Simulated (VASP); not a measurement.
# ZnSe in VASP: one cell, several levels of theory

Aim: gap, levels, forces and stress of ZnSe built on the zincblende prototype, under -2.0 % strain along x alone at fixed geometry. Runs: PBE, r2SCAN.

The runs shown are made with VASP 6.6.1. PAW datasets, plane waves. The values are computed, spin-unpolarised, and not measurements.

## (1) The cell

The cell comes from an earlier relaxation with r2SCAN in another program, then strained, with the atoms relaxed again.

The symmetry is I-4m2 (No. 119, tetragonal); a = 4.006 Å, c = 5.552 Å in the conventional setting, 22.27 Å³ an atom. Zn has 4 Se at 2.44 Å; Se has 4 Zn at 2.44 Å.

The structure in full:

```
CELL_PARAMETERS angstrom
0.00000 2.83242 2.83242
2.77577 0.00000 2.83242
2.77577 2.83242 0.00000
ATOMIC_POSITIONS crystal
Zn 0.00000 0.00000 0.00000
Se 0.25000 0.25000 0.25000
```

## (2) Single point with PBE

INCAR

```
ENCUT = 520.000000
SIGMA = 0.020000
EDIFF = 1.00e-07
GGA = PE
PREC = Accurate
IBRION = -1
ISIF = 2
ISMEAR = -1
NBANDS = 16
NELM = 120
NSW = 0
LASPH = .TRUE.
LCHARG = .FALSE.
LWAVE = .FALSE.
LREAL = .FALSE.
```

KPOINTS

```
KPOINTS created by Atomic Simulation Environment
0
Gamma
8 8 8
0 0 0
```

KPOINTS_OPT

```
special points
6
Reciprocal
0.0000000000 0.0000000000 0.0000000000 1
-0.5000000000 -0.5000000000 0.0000000000 1
-0.3750000000 -0.3750000000 0.2500000000 1
-0.3750000000 0.0000000000 0.3750000000 1
0.0000000000 0.0000000000 0.5000000000 1
-0.5000000000 -0.2500000000 0.2500000000 1
```

POSCAR

```
Zn Se
 1.0000000000000000
     0.0000000000000000    2.8324206848000002    2.8324206848000002
     2.7757722711000001    0.0000000000000000    2.8324206848000002
     2.7757722711000001    2.8324206848000002    0.0000000000000000
 Zn  Se
   1   1
Cartesian
  0.0000000000000000  0.0000000000000000  0.0000000000000000
  1.3878861355500001  1.4162103424000001  1.4162103424000001
```

Potentials: the recommended PBE PAW datasets, 18 valence electrons in the neutral cell.

The run is started by

```sh
$ mpirun -np 1 vasp_std
```

Printed to the terminal (iteration lines stand in OSZICAR):

```text
POSCAR found type information on POSCAR ZnSe
 POSCAR found :  2 types and       2 ions
 LDA part: xc-table for (Slater+PW92), standard interpolation
 POSCAR, INCAR and KPOINTS ok, starting setup
 FFT: planning ... GRIDC
 FFT: planning ... GRID_SOFT
 FFT: planning ... GRID
 WAVECAR not read
 entering main loop
 Start KPOINTS_OPT (optional k-point list driver)
k-point batch [1-6\6]
```

OSZICAR:

```text
N       E                     dE             d eps       ncg     rms          rms(c)
DAV:   1     0.872676848269E+02    0.87268E+02   -0.88811E+03  1888   0.129E+03
DAV:   2    -0.893295243064E+00   -0.88161E+02   -0.82787E+02  2104   0.251E+02
DAV:   3    -0.624589196548E+01   -0.53526E+01   -0.53336E+01  2232   0.608E+01
DAV:   4    -0.628819789513E+01   -0.42306E-01   -0.42302E-01  2360   0.580E+00
DAV:   5    -0.628839170364E+01   -0.19381E-03   -0.19381E-03  2352   0.357E-01    0.494E+00
DAV:   6    -0.601961672964E+01    0.26877E+00   -0.53313E-01  2800   0.243E+01    0.376E+00
DAV:   7    -0.600002326087E+01    0.19593E-01   -0.15764E-01  2240   0.356E+00    0.159E+00
DAV:   8    -0.599977203522E+01    0.25123E-03   -0.44757E-03  2512   0.708E-01    0.459E-01
DAV:   9    -0.599998375430E+01   -0.21172E-03   -0.11128E-03  2264   0.255E-01    0.656E-02
DAV:  10    -0.600009384630E+01   -0.11009E-03   -0.21577E-04  2432   0.109E-01    0.246E-02
DAV:  11    -0.600008230918E+01    0.11537E-04   -0.41774E-05  2224   0.556E-02    0.493E-03
DAV:  12    -0.600008328927E+01   -0.98009E-06   -0.55603E-06  2456   0.140E-02    0.254E-03
DAV:  13    -0.600008358341E+01   -0.29414E-06   -0.45571E-07  2320   0.488E-03    0.122E-03
DAV:  14    -0.600008355078E+01    0.32634E-07   -0.28421E-08  1984   0.187E-03
   1 F= -.60000836E+01 E0= -.60000836E+01  d E =-.571391E-11
       N       E                     dE             ncg
DAV:   1     0.182678051514E+04   -0.32559E+04      192
DAV:   2     0.129134465151E+04   -0.53544E+03      216
DAV:   3     0.125770370831E+04   -0.33641E+02      224
DAV:   4     0.125742427067E+04   -0.27944E+00      256
DAV:   5     0.125742312178E+04   -0.11489E-02      224
DAV:   6     0.125742311250E+04   -0.92815E-05      256
DAV:   7     0.125742311240E+04   -0.98216E-07      232
```

The lines after F= are the extra pass for the points of KPOINTS_OPT, at fixed density; their E is not a total energy.

OUTCAR, selected sections:

```text
k-points           NKPTS =     59   k-points in BZ     NKDIM =     59   number of bands    NBANDS=     16

   NELECT =      18.0000    total number of electrons

   dimension x,y,z NGX =    30 NGY =   30 NGZ =   30
   dimension x,y,z NGXF=    60 NGYF=   60 NGZF=   60

  energy-cutoff  :      520.00
  volume of cell :       44.54
      direct lattice vectors                 reciprocal lattice vectors
     0.000000000  2.832420685  2.832420685    -0.180130051  0.176527450  0.176527450
     2.775772271  0.000000000  2.832420685     0.180130051 -0.176527450  0.176527450
     2.775772271  2.832420685  0.000000000     0.180130051  0.176527450 -0.176527450

 k-points in reciprocal lattice and weights: KPOINTS created by Atomic Simulation Env
   0.00000000  0.00000000  0.00000000       0.002
   0.12500000  0.00000000  0.00000000       0.016
   0.25000000  0.00000000  0.00000000       0.016
   0.37500000  0.00000000  0.00000000       0.016
   0.50000000  0.00000000  0.00000000       0.008
   0.12500000  0.12500000  0.00000000       0.008
   0.25000000  0.12500000  0.00000000       0.031
   0.37500000  0.12500000  0.00000000       0.031
[... 51 more k-points ...]

 E-fermi :   2.2395

 k-point     1 :       0.0000    0.0000    0.0000
  band No.  band energies     occupation
      1     -11.5985      2.00000
      2      -4.8284      2.00000
      3      -4.8284      2.00000
      4      -4.8193      2.00000
      5      -4.4381      2.00000
      6      -4.4342      2.00000
      7       1.7770      2.00000
      8       1.7770      2.00000
      9       1.8492      2.00000
     10       3.1783      0.00000
     11       7.5921      0.00000
     12       7.5991      0.00000
     13       7.5991      0.00000
     14      11.8120      0.00000
     15      13.1243      0.00000
     16      13.4761      0.00000

 k-point     2 :       0.1250    0.0000    0.0000
  band No.  band energies     occupation
      1     -11.4935      2.00000
      2      -4.8210      2.00000
      3      -4.8121      2.00000
      4      -4.8042      2.00000
      5      -4.4391      2.00000
      6      -4.4361      2.00000
      7       0.4686      2.00000
      8       1.6125      2.00000
      9       1.6736      2.00000
     10       4.1582      0.00000
     11       7.5487      0.00000
     12       7.8539      0.00000
     13       7.8689      0.00000
     14      12.3766      0.00000
     15      12.5762      0.00000
     16      12.7280      0.00000

 k-point     3 :       0.2500    0.0000    0.0000
  band No.  band energies     occupation
      1     -11.2203      2.00000
      2      -4.7766      2.00000
      3      -4.7725      2.00000
      4      -4.7625      2.00000
      5      -4.4360      2.00000
      6      -4.4360      2.00000
      7      -1.3013      2.00000
      8       1.2626      2.00000
      9       1.3495      2.00000
     10       4.6040      0.00000
     11       8.2034      0.00000
     12       8.2410      0.00000
     13       8.4726      0.00000
     14      12.2260      0.00000
     15      12.2674      0.00000
     16      12.6180      0.00000

 k-point     4 :       0.3750    0.0000    0.0000
  band No.  band energies     occupation
      1     -10.9121      2.00000
      2      -4.7487      2.00000
      3      -4.7376      2.00000
      4      -4.5688      2.00000
      5      -4.4264      2.00000
      6      -4.4227      2.00000
      7      -2.7849      2.00000
      8       0.9587      2.00000
      9       1.0681      2.00000
     10       4.4652      0.00000
     11       8.1767      0.00000
     12       8.3250      0.00000
     13       9.9202      0.00000
     14      12.2926      0.00000
     15      13.3915      0.00000
     16      13.4518      0.00000

 k-point     5 :       0.5000    0.0000    0.0000
  band No.  band energies     occupation
      1     -10.7714      2.00000
      2      -4.7400      2.00000
      3      -4.7276      2.00000
      4      -4.4201      2.00000
      5      -4.4136      2.00000
      6      -4.2699      2.00000
      7      -3.5663      2.00000
      8       0.8426      2.00000
      9       0.9606      2.00000
     10       4.3766      0.00000
     11       8.0960      0.00000
     12       8.2654      0.00000
     13      10.4412      0.00000
     14      12.8752      0.00000
     15      14.9001      0.00000
     16      15.0883      0.00000

[... the tables of k-points 6 to 59 left out ...]

  Total        1.1892913      1.0125456      1.0125456      0.0000000      0.0000000      0.0000000
  in kB       42.7828272     36.4246854     36.4246854      0.0000000      0.0000000      0.0000000
  external PRESSURE =      38.5440660 kB  Pullay stress =       0.0000000 kB

 POSITION                                       TOTAL-FORCE (eV/Angst)
 -----------------------------------------------------------------------------------
      0.00000      0.00000      0.00000         0.000000      0.000000      0.000000
      1.38789      1.41621      1.41621         0.000000      0.000000      0.000000
 -----------------------------------------------------------------------------------
    total drift:                               -0.000000     -0.000000     -0.000000

  FREE ENERGIE OF THE ION-ELECTRON SYSTEM (eV)
  ---------------------------------------------------
  free  energy   TOTEN  =        -6.0000835508 eV

  energy  without entropy=       -6.0000835508  energy(sigma->0) =       -6.00008355
```

It took 38 s on 1 MPI rank of Intel Xeon Platinum 8488C, shared host; peak memory 0.22 GiB.

The levels at the points of KPOINTS_OPT are read from vasprun.xml.

Near the gap, in eV above the top of the last filled band v; c is the band after it:

| point | v−1 | v | c | c+1 |
| --- | --- | --- | --- | --- |
| Γ | -0.07 | 0.00 | 1.33 | 5.74 |
| X | -2.29 | -2.25 | 2.92 | 3.47 |
| U | -3.24 | -1.87 | 3.57 | 5.66 |
| K | -3.24 | -1.87 | 3.57 | 5.66 |
| L | -1.01 | -0.89 | 2.53 | 6.25 |
| W | -2.89 | -2.83 | 5.53 | 5.71 |

The PBE gap is 1.33 eV, direct at Γ. Pressure: 3.85 GPa; the forces vanish within 0.01 eV/Å.

## (3) r2SCAN at this geometry

INCAR

```
ENCUT = 520.000000
SIGMA = 0.010000
EDIFF = 1.00e-07
ALGO = Normal
METAGGA = R2SCAN
PREC = Accurate
IBRION = -1
ISIF = 2
ISMEAR = 0
NBANDS = 16
NELM = 120
NSW = 0
LASPH = .TRUE.
LCHARG = .FALSE.
LWAVE = .FALSE.
LREAL = .FALSE.
```

KPOINTS is that of step 2.

KPOINTS_OPT is that of step 2.

POSCAR is that of step 2.

The run is started by

```sh
$ mpirun -np 1 vasp_std
```

Standard output, without the iteration lines:

```text
POSCAR found type information on POSCAR ZnSe
 POSCAR found :  2 types and       2 ions
 -----------------------------------------------------------------------------
|                                                                             |
|                                                                             |
|     You enforced a specific xc type in the INCAR file but a different       |
|     I HOPE YOU KNOW WHAT YOU ARE DOING!                                     |
|                                                                             |
 -----------------------------------------------------------------------------

 LDA part: xc-table for (None), standard interpolation
 POSCAR, INCAR and KPOINTS ok, starting setup
 FFT: planning ... GRIDC
 FFT: planning ... GRID_SOFT
 FFT: planning ... GRID
 WAVECAR not read
 entering main loop
 Start KPOINTS_OPT (optional k-point list driver)
k-point batch [1-6\6]
```

OSZICAR:

```text
N       E                     dE             d eps       ncg     rms          rms(c)
DAV:   1     0.679215566139E+02    0.67922E+02   -0.90586E+03  1888   0.132E+03
DAV:   2    -0.221013498376E+02   -0.90023E+02   -0.84559E+02  2112   0.257E+02
DAV:   3    -0.276300611799E+02   -0.55287E+01   -0.55100E+01  2208   0.631E+01
DAV:   4    -0.276715970816E+02   -0.41536E-01   -0.41532E-01  2392   0.590E+00
DAV:   5    -0.276717651092E+02   -0.16803E-03   -0.16803E-03  2312   0.336E-01    0.523E+00
DAV:   6    -0.249182708692E+02    0.27535E+01   -0.13196E+00  2008   0.325E+01    0.482E+00
DAV:   7    -0.248884233460E+02    0.29848E-01   -0.30684E-01  2392   0.881E+00    0.229E+00
DAV:   8    -0.249018014807E+02   -0.13378E-01   -0.34578E-02  2424   0.172E+00    0.544E-01
DAV:   9    -0.249034791473E+02   -0.16777E-02   -0.42709E-03  2496   0.151E+00    0.895E-02
DAV:  10    -0.249036014828E+02   -0.12234E-03   -0.95793E-04  2360   0.397E-01    0.560E-02
DAV:  11    -0.249035789081E+02    0.22575E-04   -0.41782E-04  2488   0.476E-01    0.470E-02
DAV:  12    -0.249035628639E+02    0.16044E-04   -0.13564E-04  2328   0.291E-01    0.785E-03
DAV:  13    -0.249035697867E+02   -0.69228E-05   -0.12879E-05  2512   0.670E-02    0.517E-03
DAV:  14    -0.249035683827E+02    0.14040E-05   -0.32793E-06  2336   0.342E-02    0.109E-03
DAV:  15    -0.249035693281E+02   -0.94540E-06   -0.13730E-07  1528   0.739E-03    0.239E-04
DAV:  16    -0.249035692076E+02    0.12051E-06   -0.40168E-08  1072   0.213E-03    0.410E-04
DAV:  17    -0.249035692996E+02   -0.91952E-07   -0.57303E-09  1080   0.111E-03
   1 F= -.24903569E+02 E0= -.24903569E+02  d E =-.351279E-49
       N       E                     dE             ncg
DAV:   1     0.179907386807E+04   -0.32836E+04      192
DAV:   2     0.124499100019E+04   -0.55408E+03      216
DAV:   3     0.121005733656E+04   -0.34934E+02      240
DAV:   4     0.120978821380E+04   -0.26912E+00      240
DAV:   5     0.120978710476E+04   -0.11090E-02      240
DAV:   6     0.120978709586E+04   -0.88988E-05      240
DAV:   7     0.120978709577E+04   -0.96637E-07      248
```

From OUTCAR:

```text
k-points           NKPTS =     59   k-points in BZ     NKDIM =     59   number of bands    NBANDS=     16

   NELECT =      18.0000    total number of electrons

   dimension x,y,z NGX =    30 NGY =   30 NGZ =   30
   dimension x,y,z NGXF=    60 NGYF=   60 NGZF=   60

  energy-cutoff  :      520.00
  volume of cell :       44.54
      direct lattice vectors                 reciprocal lattice vectors
     0.000000000  2.832420685  2.832420685    -0.180130051  0.176527450  0.176527450
     2.775772271  0.000000000  2.832420685     0.180130051 -0.176527450  0.176527450
     2.775772271  2.832420685  0.000000000     0.180130051  0.176527450 -0.176527450

 k-points in reciprocal lattice and weights: KPOINTS created by Atomic Simulation Env
   0.00000000  0.00000000  0.00000000       0.002
   0.12500000  0.00000000  0.00000000       0.016
   0.25000000  0.00000000  0.00000000       0.016
   0.37500000  0.00000000  0.00000000       0.016
   0.50000000  0.00000000  0.00000000       0.008
   0.12500000  0.12500000  0.00000000       0.008
   0.25000000  0.12500000  0.00000000       0.031
   0.37500000  0.12500000  0.00000000       0.031
[... 51 more k-points ...]

 E-fermi :   1.6379

 k-point     1 :       0.0000    0.0000    0.0000
  band No.  band energies     occupation
      1     -12.3720      2.00000
      2      -5.2893      2.00000
      3      -5.2893      2.00000
      4      -5.2801      2.00000
      5      -4.8594      2.00000
      6      -4.8555      2.00000
      7       1.4622      2.00000
      8       1.4623      2.00000
      9       1.5367      2.00000
     10       3.4480      0.00000
     11       7.7899      0.00000
     12       7.8007      0.00000
     13       7.8008      0.00000
     14      12.1743      0.00000
     15      13.3734      0.00000
     16      13.7317      0.00000

 k-point     2 :       0.1250    0.0000    0.0000
  band No.  band energies     occupation
      1     -12.2635      2.00000
      2      -5.2798      2.00000
      3      -5.2721      2.00000
      4      -5.2639      2.00000
      5      -4.8603      2.00000
      6      -4.8574      2.00000
      7       0.2177      2.00000
      8       1.2965      2.00000
      9       1.3595      2.00000
     10       4.3662      0.00000
     11       7.7375      0.00000
     12       8.0620      0.00000
     13       8.0757      0.00000
     14      12.6179      0.00000
     15      12.8440      0.00000
     16      13.0935      0.00000

 k-point     3 :       0.2500    0.0000    0.0000
  band No.  band energies     occupation
      1     -11.9812      2.00000
      2      -5.2341      2.00000
      3      -5.2281      2.00000
      4      -5.2154      2.00000
      5      -4.8574      2.00000
      6      -4.8574      2.00000
      7      -1.6048      2.00000
      8       0.9413      2.00000
      9       1.0305      2.00000
     10       4.8214      0.00000
     11       8.4087      0.00000
     12       8.4480      0.00000
     13       8.6871      0.00000
     14      12.4793      0.00000
     15      12.5196      0.00000
     16      12.9171      0.00000

 k-point     4 :       0.3750    0.0000    0.0000
  band No.  band energies     occupation
      1     -11.6632      2.00000
      2      -5.2030      2.00000
      3      -5.1916      2.00000
      4      -5.0072      2.00000
      5      -4.8483      2.00000
      6      -4.8447      2.00000
      7      -3.1466      2.00000
      8       0.6305      2.00000
      9       0.7429      2.00000
     10       4.6699      0.00000
     11       8.3560      0.00000
     12       8.5110      0.00000
     13      10.1439      0.00000
     14      12.6301      0.00000
     15      13.7132      0.00000
     16      13.7825      0.00000

 k-point     5 :       0.5000    0.0000    0.0000
  band No.  band energies     occupation
      1     -11.5181      2.00000
      2      -5.1928      2.00000
      3      -5.1800      2.00000
      4      -4.8424      2.00000
      5      -4.8359      2.00000
      6      -4.6944      2.00000
      7      -3.9591      2.00000
      8       0.5112      2.00000
      9       0.6325      2.00000
     10       4.5757      0.00000
     11       8.2634      0.00000
     12       8.4395      0.00000
     13      10.6279      0.00000
     14      13.3067      0.00000
     15      15.2903      0.00000
     16      15.4920      0.00000

[... the tables of k-points 6 to 59 left out ...]

  Total        0.5539449      0.3460472      0.3460472      0.0000000      0.0000000      0.0000000
  in kB       19.9272696     12.4484884     12.4484884      0.0000000      0.0000000      0.0000000
  external PRESSURE =      14.9414155 kB  Pullay stress =       0.0000000 kB

 POSITION                                       TOTAL-FORCE (eV/Angst)
 -----------------------------------------------------------------------------------
      0.00000      0.00000      0.00000         0.000000     -0.000000     -0.000000
      1.38789      1.41621      1.41621        -0.000000      0.000000      0.000000
 -----------------------------------------------------------------------------------
    total drift:                                0.000023      0.000026      0.000026

  FREE ENERGIE OF THE ION-ELECTRON SYSTEM (eV)
  ---------------------------------------------------
  free  energy   TOTEN  =       -24.9035692996 eV

  energy  without entropy=      -24.9035692996  energy(sigma->0) =      -24.90356930
```

Run time: 2.6 min. Hardware: 1 MPI rank of Intel Xeon Platinum 8488C, shared host; peak memory 0.21 GiB.

The levels at the points of KPOINTS_OPT are read from vasprun.xml.

Band energies at the special points (eV, zero at the top of v, the last band that the electrons fill by count):

| point | v−1 | v | c | c+1 |
| --- | --- | --- | --- | --- |
| Γ | -0.07 | 0.00 | 1.91 | 6.25 |
| X | -2.34 | -2.30 | 3.27 | 3.89 |
| U | -3.30 | -1.91 | 3.97 | 6.12 |
| K | -3.30 | -1.91 | 3.97 | 6.12 |
| L | -1.03 | -0.90 | 3.04 | 6.73 |
| W | -2.95 | -2.87 | 5.89 | 6.24 |

Gap with r2SCAN: 1.91 eV, direct (Γ). The pressure is 1.49 GPa; the forces vanish within 0.01 eV/Å.

## (4) What came out

| level | gap (eV) | pressure (GPa) |
| --- | --- | --- |
| PBE | 1.33 | 3.85 |
| r2SCAN | 1.91 | 1.49 |

**Reading.** The gap runs from 1.33 eV (PBE) to 1.91 eV (r2SCAN). At this one volume the pressure spans 1.5 GPa (r2SCAN) to 3.9 GPa (PBE): PBE wants the largest cell and r2SCAN the smallest.
